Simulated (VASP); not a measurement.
# GdN (Fm-3m) in VASP: further runs

One crystal, GdN, is run at these levels: PBE+U; tasks: single point.

All numbers are computed with VASP 6.6.1; they aren't measurements. Logs are shortened: lines on timing, memory, paths and dates and some standing lists are left out, and cuts for length are marked.

## (1) The structure

It takes space group Fm-3m (No. 225, cubic). The conventional cell has a = 4.950 Å, b = 4.950 Å, c = 4.950 Å, α = 90.00°, β = 90.00°, γ = 90.00°. Gd (site symmetry m-3m) has 6 N at 2.48 Å as nearest neighbours. N (site symmetry m-3m) is surrounded by 6 Gd at 2.48 Å.

The cell comes from a database or a generator and needn't be the stable form of this composition.

## (2) Single point, PBE+U, collinear spin, ferromagnetic start

INCAR reads:

```
ALGO     = All            # electronic algorithm
EDIFF    = 1E-6           # SCF threshold, eV
ENCUT    = 520            # plane-wave cutoff, eV
GGA      = PE             # functional
ISIF     = 2              # what is computed and relaxed
ISMEAR   = -1             # smearing method
ISPIN    = 2              # spin polarisation
LASPH    = True           # aspherical terms in the spheres
LCHARG   = False          # write CHGCAR
LDAU     = True           # DFT+U
LDAUJ    = 0 0          
LDAUL    = 3 -1           # shell
LDAUPRINT= 1            
LDAUTYPE = 2            
LDAUU    = 6 0            # U, eV
LMAXMIX  = 6              # l up to which the mixer works
LORBIT   = 11             # projections on sites
LREAL    = False          # projectors in reciprocal space
LWAVE    = False          # write WAVECAR
MAGMOM   = 7 7 0 0        # initial moments
NBANDS   = 35             # bands
NELM     = 300            # most SCF steps
PREC     = Accurate       # precision mode
SIGMA    = 0.05           # smearing width, eV
```

KPOINTS reads:

```
k-points
0
Gamma
  8 8 6
```

POSCAR reads:

```
GdN
1.0
    2.4750000000     -2.4750000000      0.0000000000
    2.4750000000      2.4750000000      0.0000000000
    0.0000000000      0.0000000000      4.9500000000
Gd N
2 2
Direct
    0.0000000000      0.0000000000      0.0000000000
    0.5000000000      0.5000000000      0.5000000000
    0.5000000000      0.5000000000      0.0000000000
    0.0000000000      0.0000000000      0.5000000000
```

Potentials or basis: VASP PAW PBE potentials, release 64 (Gd, N).

Command:

```
> cat potpaw_PBE.64/Gd/POTCAR potpaw_PBE.64/N/POTCAR > POTCAR
> mpirun -np 1 vasp_std > vasp.out
```

OUTCAR:

```text
EDIFF = 1E-6
   ENCUT = 520
   GGA = PE
   ISIF = 2
   ISMEAR = -1
   ISPIN = 2
   LASPH = True
   LORBIT = 11
   LREAL = False
   NELM = 300
   PREC = Accurate

 ion  position               nearest neighbor table
   1  0.000  0.000  0.000-   3 2.48   4 2.48   4 2.48   3 2.48   3 2.48   3 2.48   2 3.50   2 3.50
                             2 3.50   2 3.50   2 3.50   2 3.50   2 3.50   2 3.50
   2  0.500  0.500  0.500-   3 2.48   4 2.48   3 2.48   4 2.48   4 2.48   4 2.48   1 3.50   1 3.50
                             1 3.50   1 3.50   1 3.50   1 3.50   1 3.50   1 3.50
   3  0.500  0.500  0.000-   1 2.48   2 2.48   2 2.48   1 2.48   1 2.48   1 2.48
   4  0.000  0.000  0.500-   1 2.48   2 2.48   1 2.48   2 2.48   2 2.48   2 2.48

  LATTYP: Found a simple tetragonal cell.
 ALAT       =     3.5001785669
 C/A-ratio  =     1.4142135624

  Lattice vectors:

 A1 = (   2.4750000000,  -2.4750000000,   0.0000000000)
 A2 = (   2.4750000000,   2.4750000000,   0.0000000000)
 A3 = (   0.0000000000,   0.0000000000,   4.9500000000)

Analysis of symmetry for initial positions (statically):
=====================================================================
 Subroutine PRICEL returns following result:

  LATTYP: Found a face centered cubic cell.
 ALAT       =     4.9500000000
[... 12 lines left out ...]
 Subroutine GETGRP returns: Found 16 space group operations
 (whereof 16 operations were pure point group operations)
 out of a pool of 16 trial point group operations.

The static configuration has the point symmetry D_4h.

Analysis of symmetry for dynamics (positions and initial velocities):
=====================================================================
 Subroutine PRICEL returns following result:

  LATTYP: Found a face centered cubic cell.
 ALAT       =     4.9500000000
[... 12 lines left out ...]
 Subroutine GETGRP returns: Found 16 space group operations
 (whereof 16 operations were pure point group operations)
 out of a pool of 16 trial point group operations.

The dynamic configuration has the point symmetry D_4h.

Analysis of structural, dynamic, and magnetic symmetry:
=====================================================================
 Subroutine PRICEL returns following result:

  LATTYP: Found a face centered cubic cell.
 ALAT       =     4.9500000000
[... 12 lines left out ...]
 Subroutine GETGRP returns: Found 16 space group operations
 (whereof 16 operations were pure point group operations)
 out of a pool of 16 trial point group operations.

The overall configuration has the point symmetry D_4h.

 Subroutine INISYM returns: Found 16 space group operations
 (whereof 16 operations are pure point group operations),
 and found     2 'primitive' translations

----------------------------------------------------------------------------------------

                                     Primitive cell

  volume of cell :      30.3218

[... 170 lines left out ...]

atom =   2  type =  1  l = 3

 onsite density matrix

spin component  1

  0.9918 -0.0000  0.0011 -0.0000  0.0000  0.0000 -0.0000
 -0.0000  0.9889 -0.0000 -0.0000  0.0000  0.0000 -0.0000
  0.0011 -0.0000  0.9912 -0.0000  0.0000 -0.0000 -0.0000
 -0.0000 -0.0000 -0.0000  0.9926  0.0000 -0.0000  0.0000
  0.0000  0.0000  0.0000  0.0000  0.9912  0.0000 -0.0011
  0.0000  0.0000 -0.0000 -0.0000  0.0000  0.9903 -0.0000
 -0.0000 -0.0000 -0.0000  0.0000 -0.0011 -0.0000  0.9918

spin component  2

  0.0081 -0.0000  0.0035 -0.0000  0.0000  0.0000 -0.0000
 -0.0000  0.0004  0.0000  0.0000  0.0000  0.0000  0.0000
  0.0035  0.0000  0.0062 -0.0000  0.0000  0.0000 -0.0000
 -0.0000  0.0000 -0.0000  0.0107  0.0000  0.0000  0.0000
  0.0000  0.0000  0.0000  0.0000  0.0062  0.0000 -0.0035
  0.0000  0.0000  0.0000  0.0000  0.0000  0.0035 -0.0000
 -0.0000  0.0000 -0.0000  0.0000 -0.0035 -0.0000  0.0081

 occupancies and eigenvectors

  o =  0.0004  v =  0.0000  0.0000  0.0000  0.0000  0.0000  0.0000  0.0000  0.0000  1.0000  0.0000 -0.0000 -0.0000  0.0000 -0.0000      0.0000  0.0000  0.0000  0.0000  0.0000  0.0000  0.0000  0.0000  0.0000  0.0000  0.0000  0.0000  0.0000  0.0000
  o =  0.0035  v =  0.0000  0.0000  0.0000  0.0000  0.0000  0.0000  0.0000  0.0000  0.0000 -0.0000  0.0000  0.0000 -1.0000  0.0000      0.0000  0.0000  0.0000  0.0000  0.0000  0.0000  0.0000  0.0000  0.0000  0.0000  0.0000  0.0000  0.0000  0.0000
  o =  0.0035  v =  0.0000  0.0000  0.0000  0.0000  0.0000  0.0000  0.0000  0.0007 -0.0000 -0.0009 -0.0000 -0.7910 -0.0000 -0.6118      0.0000  0.0000  0.0000  0.0000  0.0000  0.0000  0.0000  0.0000  0.0000  0.0000  0.0000  0.0000  0.0000  0.0000
  o =  0.0035  v =  0.0000  0.0000  0.0000  0.0000  0.0000  0.0000  0.0000 -0.6118 -0.0000  0.7910  0.0000 -0.0009 -0.0000 -0.0007      0.0000  0.0000  0.0000  0.0000  0.0000  0.0000  0.0000  0.0000  0.0000  0.0000  0.0000  0.0000  0.0000  0.0000
  o =  0.0107  v =  0.0000  0.0000  0.0000  0.0000  0.0000  0.0000  0.0000  0.0000  0.0000  0.0000  1.0000  0.0000  0.0000 -0.0000      0.0000  0.0000  0.0000  0.0000  0.0000  0.0000  0.0000  0.0000  0.0000  0.0000  0.0000  0.0000  0.0000  0.0000
  o =  0.0108  v =  0.0000  0.0000  0.0000  0.0000  0.0000  0.0000  0.0000 -0.7909  0.0000 -0.6118  0.0000  0.0059 -0.0000 -0.0076      0.0000  0.0000  0.0000  0.0000  0.0000  0.0000  0.0000  0.0000  0.0000  0.0000  0.0000  0.0000  0.0000  0.0000
  o =  0.0108  v =  0.0000  0.0000  0.0000  0.0000  0.0000  0.0000  0.0000  0.0076  0.0000  0.0059 -0.0000  0.6118  0.0000 -0.7909      0.0000  0.0000  0.0000  0.0000  0.0000  0.0000  0.0000  0.0000  0.0000  0.0000  0.0000  0.0000  0.0000  0.0000
  o =  0.9889  v =  0.0000 -1.0000 -0.0000  0.0000 -0.0000  0.0000  0.0000  0.0000  0.0000  0.0000  0.0000  0.0000  0.0000  0.0000      0.0000  0.0000  0.0000  0.0000  0.0000  0.0000  0.0000  0.0000  0.0000  0.0000  0.0000  0.0000  0.0000  0.0000
  o =  0.9903  v =  0.0000 -0.0000  0.0000 -0.0000  0.0000 -1.0000  0.0000  0.0000  0.0000  0.0000  0.0000  0.0000  0.0000  0.0000      0.0000  0.0000  0.0000  0.0000  0.0000  0.0000  0.0000  0.0000  0.0000  0.0000  0.0000  0.0000  0.0000  0.0000
  o =  0.9903  v =  0.6109  0.0000 -0.7917  0.0000 -0.0000 -0.0000  0.0000  0.0000  0.0000  0.0000  0.0000  0.0000  0.0000  0.0000      0.0000  0.0000  0.0000  0.0000  0.0000  0.0000  0.0000  0.0000  0.0000  0.0000  0.0000  0.0000  0.0000  0.0000
  o =  0.9903  v =  0.0000  0.0000  0.0000  0.0000 -0.7917 -0.0000 -0.6109  0.0000  0.0000  0.0000  0.0000  0.0000  0.0000  0.0000      0.0000  0.0000  0.0000  0.0000  0.0000  0.0000  0.0000  0.0000  0.0000  0.0000  0.0000  0.0000  0.0000  0.0000
  o =  0.9926  v =  0.0000  0.0000  0.0000  1.0000  0.0000 -0.0000 -0.0000  0.0000  0.0000  0.0000  0.0000  0.0000  0.0000  0.0000      0.0000  0.0000  0.0000  0.0000  0.0000  0.0000  0.0000  0.0000  0.0000  0.0000  0.0000  0.0000  0.0000  0.0000
  o =  0.9927  v = -0.7917  0.0000 -0.6109  0.0000 -0.0000 -0.0000  0.0000  0.0000  0.0000  0.0000  0.0000  0.0000  0.0000  0.0000      0.0000  0.0000  0.0000  0.0000  0.0000  0.0000  0.0000  0.0000  0.0000  0.0000  0.0000  0.0000  0.0000  0.0000
  o =  0.9927  v =  0.0000 -0.0000 -0.0000 -0.0000  0.6109 -0.0000 -0.7917  0.0000  0.0000  0.0000  0.0000  0.0000  0.0000  0.0000      0.0000  0.0000  0.0000  0.0000  0.0000  0.0000  0.0000  0.0000  0.0000  0.0000  0.0000  0.0000  0.0000  0.0000

 number of electron      45.9999992 magnetization      13.9999573

 Free energy of the ion-electron system (eV)
  ---------------------------------------------------
  ext. energy  EPLUGINS =         0.00000000
  ---------------------------------------------------
  free energy    TOTEN  =       -45.59092673 eV

  energy without entropy =      -45.58928211  energy(sigma->0) =      -45.59010442

 E-fermi :   3.9203     XC(G=0): -11.6934

 val. band max:        3.8914762277   @ k =   0.1250   0.0000   0.0000
 cond. band min:       3.9504838746   @ k =   0.0000   0.0000   0.1667
 fundamental gap:      0.0590076469
 Fermi energy:         3.9202702600

 spin component 1

 k-point     1 :       0.0000    0.0000    0.0000
  band No.  band energies     occupation
      1     -39.6878      1.00000
      2     -39.5545      1.00000
      3     -17.6055      1.00000
      4     -17.0257      1.00000
      5     -17.0257      1.00000
      6     -16.6580      1.00000
[... 1817 lines left out ...]
     34      10.5390      0.00000
     35      11.3599      0.00000

 [... further k-points ...]

------------------------ aborting loop because EDIFF is reached ----------------------------------------

  FORCE on cell =-STRESS in cart. coord.  units (eV):
  Direction    XX          YY          ZZ          XY          YZ          ZX
  --------------------------------------------------------------------------------------
  -------------------------------------------------------------------------------------
  Total        2.0206837      2.0206837      1.9891166      0.0000000      0.0000000      0.0000000
  in kB       53.3855013     53.3855013     52.5515137      0.0000000      0.0000000      0.0000000
  external PRESSURE =      53.1075054 kB  Pullay stress =       0.0000000 kB

 VOLUME and BASIS-vectors are now :
 -----------------------------------------------------------------------------
  energy-cutoff  :      520.00
  volume of cell :       60.64
      direct lattice vectors                 reciprocal lattice vectors
     2.475000000 -2.475000000  0.000000000     0.202020202 -0.202020202  0.000000000
     2.475000000  2.475000000  0.000000000     0.202020202  0.202020202  0.000000000
     0.000000000  0.000000000  4.950000000     0.000000000  0.000000000  0.202020202

 POSITION                                       TOTAL-FORCE (eV/Angst)
 -----------------------------------------------------------------------------------
      0.00000      0.00000      0.00000         0.000000      0.000000     -0.000000
      2.47500      0.00000      2.47500        -0.000000      0.000000      0.000000
      2.47500      0.00000      0.00000         0.000000     -0.000000     -0.000000
      0.00000      0.00000      2.47500        -0.000000     -0.000000     -0.000000
 -----------------------------------------------------------------------------------
    total drift:                                0.000000      0.000000      0.000000

  FREE ENERGIE OF THE ION-ELECTRON SYSTEM (eV)
  ---------------------------------------------------
  free  energy   TOTEN  =       -45.5909267252 eV

  energy  without entropy=      -45.5892821258  energy(sigma->0) =      -45.59010443

 total charge

# of ion       s       p       d       f       tot
--------------------------------------------------
    1        2.037   5.673   0.557   6.974  15.241
    2        2.037   5.673   0.557   6.974  15.241
    3        1.250   2.400   0.000   0.000   3.651
    4        1.250   2.400   0.000   0.000   3.651
--------------------------------------------------
tot          6.574  16.147   1.114  13.947  37.782

 magnetization (x)

# of ion       s       p       d       f       tot
--------------------------------------------------
    1       -0.006  -0.086   0.073   6.890   6.872
    2       -0.006  -0.086   0.073   6.890   6.872
    3       -0.009  -0.108   0.000   0.000  -0.117
    4       -0.009  -0.108   0.000   0.000  -0.117
--------------------------------------------------
tot         -0.030  -0.387   0.147  13.780  13.509
```

It took 15 min on 1 thread of Intel Xeon Platinum 8488C (Sapphire Rapids), shared host; peak memory 0.57 GiB.

Results:

| Item | Value |
| --- | --- |
| Free energy | -45.5909 eV |
| Pressure | 5.3 GPa |
| Band gap on the k mesh | none (metal or under the smearing width) |
| Net moment | 14.00 μB per cell |
| Site moments | Gd +6.87; N -0.12 μB |
| Valence electrons inside the program's atomic spheres | Gd 15.24; N 3.65 |

Stress tensor (GPa, compression positive):
```
5.34 0.00 0.00
0.00 5.34 0.00
0.00 0.00 5.26
```

Eigenvalues of the final occupation matrices:
```
    site  spin  trace                         eigenvalues
site 1 f     1   6.94  0.99 0.99 0.99 0.99 0.99 0.99 0.99
site 1 f     2   0.04  0.00 0.00 0.00 0.00 0.01 0.01 0.01
site 2 f     1   6.94  0.99 0.99 0.99 0.99 0.99 0.99 0.99
site 2 f     2   0.04  0.00 0.00 0.00 0.00 0.01 0.01 0.01
```

Caveat: spin-orbit coupling is left out, which moves the levels of the heavy elements. The state reached can hang on the start; a lower one may exist.

[end of part 1 of 2]
